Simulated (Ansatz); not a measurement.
Runs of Ansatz 0.2.0 on NaF (Villiaumite). The structure is cubic, space group Fm-3m (No. 225). The conventional cell has a = 4.640 Å, b = 4.640 Å, c = 4.640 Å, α = 90.00°, β = 90.00°, γ = 90.00°. Around Na (site symmetry m-3m) lie 6 F at 2.32 Å. F (site symmetry m-3m) has 6 Na at 2.32 Å as nearest neighbours. 

| task | level | potentials or basis | k mesh | cutoff (eV) | smearing | basis error allowed | gap on the mesh (eV) | pressure (GPa) | V0 of scaled cells (Å³/atom) | B0 (GPa) |
| --- | --- | --- | --- | --- | --- | --- | --- | --- | --- | --- |
| equation of state | PBE | all-electron LAPW, scalar-relativistic | 10 × 10 × 10 | - | fermi-dirac 0.05 eV | 0.0005 eV/atom | - | - | 12.99 | 45 |
| equation of state | PBEsol | all-electron LAPW, scalar-relativistic | 10 × 10 × 10 | - | fermi-dirac 0.05 eV | 0.001 eV/atom | - | - | 12.40 | 48 |
| band structure | LDA | all-electron LAPW, scalar-relativistic | 10 × 10 × 10 | 262 | fermi-dirac 0.05 eV | 0.001 eV/atom | (a) | -4.4 | - | - |
| single point | PBEsol | all-electron LAPW, scalar-relativistic | 10 × 10 × 10 | 262 | gaussian 0.05 eV | 0.001 eV/atom | (b) | (c) | - | - |
| single point | PBE | all-electron PAW datasets made for the crystal | 8 × 8 × 8 | 280 | fermi-dirac 0.05 eV | - | 6.29 | 1.9 | - | - |
| single point | PBE | all-electron LAPW, scalar-relativistic | 10 × 10 × 10 | 261 | gaussian 0.1 eV | 0.001 eV/atom | 6.29 | 1.9 | - | - |
| single point | HSE06 | all-electron PAW datasets made for the crystal | 8 × 8 × 8 | 310 | fermi-dirac 0.05 eV | - | 8.45 | - | - | - |
| single point | PBE0 | all-electron PAW datasets made for the crystal | 8 × 8 × 8 | 310 | fermi-dirac 0.05 eV | - | 9.22 | - | - | - |

Alike in all rows: no spin polarisation; cell as given.

Problem. Estimate the missing entries.

Solution. (a) 5.94; (b) 6.15; (c) -0.3.

A k mesh can miss the band edges.

Not every run made on this cell is shown here.
